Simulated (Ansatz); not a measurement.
**Hf under changes of volume**

One of the cells (22.380 Å³/atom); the others are scaled copies at fixed shape and fractional positions:

```
Hf
1.0
     3.19670    0.00000    0.00000
    -1.59835    2.76842    0.00000
     0.00000    0.00000    5.05780
Hf
2
Direct
  0.66667 0.33333 0.75000
  0.33333 0.66667 0.25000
```

| Item | Value |
| --- | --- |
| Program | Ansatz 0.2.0 |
| Functional | LDA |
| Potentials or basis | Ansatz PAW |
| Cutoff | 420 eV (not typed: the program's choice for these potentials) |
| k mesh | 10 × 10 × 5 |
| Occupations | fermi-dirac, width 0.05 eV |
| Spin | no spin polarisation |

| volume (Å³/atom) | energy over the lowest point (meV/atom) | pressure (GPa) |
| --- | --- | --- |
| 21.037 | 0.00 | -1.4 |
| 21.485 | 7.41 | -3.7 |
| 21.933 | 21.08 | -5.9 |
| 22.380 | 40.42 | -7.8 |
| 22.828 | ? | ? |
| 23.276 | 94.13 | -11.2 |
| 23.723 | 127.61 | -12.6 |

Question: What does the run at 22.828 Å³/atom give?

Answer: Energy over the lowest point 64.92 meV/atom; pressure -9.6 GPa.

Worked out: A Birch-Murnaghan fit of order 3 (a polynomial in V^(-2/3)) to the other rows has its minimum at 20.78 Å³/atom, just outside them, with B0 = V·E''(V) = 120 GPa and B' = 3.4 at fixed shape and positions, which overstates the stiffness. It gives 64.92 meV/atom at 22.828 Å³/atom, against the run's 64.92, and -dE/dV = -9.6 GPa, against -9.6.

Energies are extrapolated to zero smearing.

Caveats: the PAW data sets come from PBE, with cores solved anew for the run's functional, which leaves a small shift of forces and pressure.
